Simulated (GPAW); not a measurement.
Crystal: CdSe (Cadmoselite).

```xyz
4
Lattice="4.3000 0.0000 0.0000 -2.1500 3.7239 0.0000 0.0000 0.0000 7.0200" Properties=species:S:1:pos:R:3 pbc="T T T"
Cd    2.1500    1.2413    3.5100
Cd    0.0000    2.4826    0.0000
Se    2.1500    1.2413    6.2127
Se    0.0000    2.4826    2.7027
```

- Program: GPAW 26.7.0
- Task: relaxation of cell and atoms
- Functional: PBEsol
- Dispersion: D3(BJ)
- Potentials or basis: PAW data sets generated in the run's folder for this functional
- Cutoff: 600 eV
- Basis: pw
- k mesh: 5 × 5 × 3
- Occupations: fermi-dirac, width 0.05 eV
- Spin: no spin polarisation

At the start: pressure -1.7 GPa; volume 28.10 Å³/atom.

Problem. How do energy, volume and symmetry change on relaxing?

Solution. Over 9 steps the energy falls by 9.9 meV/atom and the volume is 27.16 Å³/atom (-3.3 %); space group P6_3mc (No. 186, to 0.05 Å).

The path:
```tsv
step	energy change (eV)	largest force (eV/Å)	pressure (GPa)	volume (Å³)
1	0.0000	0.2696	-1.68	112.41
2	-0.0084	0.2387	-1.55	112.05
3	-0.0357	0.1313	-0.10	108.93
4	-0.0382	0.0189	-0.44	109.54
5	-0.0386	0.0228	-0.35	109.38
6	-0.0396	0.0095	0.00	108.69
7	-0.0397	0.0041	0.04	108.63
8	-0.0397	0.0112	0.03	108.64
9	-0.0397	0.0155	0.02	108.65
```

Final structure:
```
CELL_PARAMETERS angstrom
4.25875 0.00000 0.00000
-2.12937 3.68818 0.00000
0.00000 0.00000 6.91740
ATOMIC_POSITIONS crystal
Cd 0.66667 0.33333 0.50399
Cd 0.33333 0.66667 0.00399
Se 0.66667 0.33333 0.88101
Se 0.33333 0.66667 0.38101
```

Caveat: later steps reuse the first step's grids.
